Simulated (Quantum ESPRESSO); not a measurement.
# Sb: Wannier functions under several settings

```
CELL_PARAMETERS angstrom
2.15420 1.24373 3.75800
-2.15420 1.24373 3.75800
0.00000 -2.48746 3.75800
ATOMIC_POSITIONS crystal
Sb 0.76651 0.76651 0.76651
Sb 0.23349 0.23349 0.23349
```

All runs used Quantum ESPRESSO 7.5; potentials GBRV 1.5 PBEsol; k mesh 6 × 6 × 6; given cell; no spin polarisation; cutoff 612 eV; occupations fermi-dirac, width 0.05 eV.

```csv
level,start,Wannier mesh,spread a function (Å²),RMS miss of the bands (meV)
PBEsol,atomic projections with disentanglement,5 × 5 × 5,2.34,28
PBEsol,"atomic projections with disentanglement, not minimised",5 × 5 × 5,2.80,29
PBEsol,SCDM with an erfc weight,5 × 5 × 5,?,?
```

Problem. What stands in the row left open?

Solution. Spread a function 3.17 Å²; RMS miss of the bands 49 meV.

For the row left open. Caveat: the k mesh is coarse.
